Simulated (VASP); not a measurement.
Pt, 1 atom in the cell. It takes space group Fm-3m (No. 225, cubic). Conventional cell: a = 3.968 Å, b = 3.968 Å, c = 3.968 Å, α = 90.00°, β = 90.00°, γ = 90.00°. Around Pt (site symmetry m-3m) lie 12 Pt at 2.81 Å. 

* Program: VASP 6.6.1
* Task: relaxation of cell and atoms
* Functional: PBE
* Potentials or basis: VASP PAW PBE potentials, release 64 (Pt)
* Cutoff: 520 eV
* k mesh: 12 × 12 × 12
* Occupations: gaussian, width 0.1 eV
* Spin: no spin polarisation
* Further INCAR settings: ALGO = Normal; EDIFF = 1e-07; IBRION = 2; EDIFFG = -0.002; NSW = 80; ISIF = 3

Potentials or basis: VASP PAW PBE potentials, release 64 (Pt).

Launch:

```sh
$ cat potpaw_PBE.64/Pt/POTCAR > POTCAR
$ mpirun -np 1 vasp_std > vasp.out
```

Hardware: 1 thread of Intel(R) Xeon(R) 6975P-C (Granite Rapids), with other jobs on the host.

Q: How long does it take, and how much memory?

A: Wall time 4 s on 1 thread of Intel(R) Xeon(R) 6975P-C (Granite Rapids), on a shared host, peak memory 0.14 GiB. Counts: scf iterations 12, k points 72, ion steps 1.
